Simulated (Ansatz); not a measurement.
## A series in volume per atom on Ru

All results are calculated (Ansatz 0.2.0 development build). Equation of state of a cubic crystal from periodic Kohn-Sham density functional theory without spin; pressure corrected for the finite basis.

Cell of the first row (space group Fd-3m, No. 227):
```
CELL_PARAMETERS angstrom
0.00000 2.67250 2.67250
2.67250 0.00000 2.67250
2.67250 2.67250 0.00000
ATOMIC_POSITIONS crystal
Ru 0.00000 0.00000 0.00000
Ru 0.25000 0.25000 0.25000
```

Settings of every row: formula Ru; structure type diamond; functional PBE; spin treatment none; k mesh 12x12x12; occupation method fermi-dirac; occupation width 0.061225619 eV; wave cutoff 700 eV; datasets hard PAW; density cutoff ratio 4.

Limits: a cubic model structure, not a phase known at ambient conditions; modest k-mesh, values are not fully converged in k; some atoms lie unusually close (a squeezed, shaken or made-up cell); the SCF threshold is loose for a stress in some rows.

```csv
row,volume per atom (Å³),pressure (GPa),energy above lowest point (meV/atom)
1,19.089,11.512,40.69
2,19.495,7.175,17.11
3,19.901,?,?
4,20.307,-0.143,0
5,20.713,-3.218,4.33
6,21.119,-5.957,16.03
7,21.526,-8.395,34.28
```

Question: what pressure and energy above lowest point should row 3 give?

Worked fit of pressure. Take u = (V_r/V)^(2/3) − 1 with V_r = 20.51 Å³ an atom, which is twice the finite (Eulerian) strain; such expansions in the strain, on which the Birch-Murnaghan equation of state is built, carry the rest volume and the bulk modulus. The shown rows have u = 0.04903, 0.03442, 0.00665, -0.00654, -0.01932, -0.03172. Least squares give pressure = −1.7257 + 232.841 × u + 729.51 × u² + 570.4 × u³ GPa; a parabola predicts inner rows, each left out in turn, worse (root mean square 0.012 against 0.0034 GPa). The rows lie off it by 0.001, -0.001, 0.002, -0.001, -0.001, 0.001. The pressure vanishes at u = 0.0072, or V = 20.29 Å³ an atom, and there the bulk modulus at fixed shape and fractions is B = −V dP/dV = (2/3)(1 + u) dP/du = 164 GPa. The withheld row has u = 0.0203, so the fit gives −1.7257 + 232.841 × (0.0203) + 729.51 × (0.0203)² + 570.4 × (0.0203)³ = 3.306 GPa.

The calculation gave 3.306 GPa. The fit meets it to the printed digit.

Worked fit of energy above lowest point. Take u = (V_r/V)^(2/3) − 1 with V_r = 20.51 Å³ an atom, which is twice the finite (Eulerian) strain; such expansions in the strain, on which the Birch-Murnaghan equation of state is built, carry the rest volume and the bulk modulus. The shown rows have u = 0.04903, 0.03442, 0.00665, -0.00654, -0.01932, -0.03172. Least squares give energy above lowest point = 1.199 − 331.31 × u + 22731.6 × u² + 9260 × u³ meV/atom; a parabola predicts inner rows, each left out in turn, worse (root mean square 0.19 against 0.017 meV/atom). The rows lie off it by 0.00, 0.01, 0.00, -0.01, 0.01, 0.00. Its lowest point lies at u = 0.0073, or V = 20.29 Å³ an atom, and the curvature there gives the bulk modulus at fixed shape and fractions, B = (4/9)(1 + u)² E″(u)/V = 163 GPa. The withheld row has u = 0.0203, so the fit gives 1.199 − 331.31 × (0.0203) + 22731.6 × (0.0203)² + 9260 × (0.0203)³ = 3.92 meV/atom.

The calculation gave 3.92 meV/atom. The fit meets it to the printed digit.
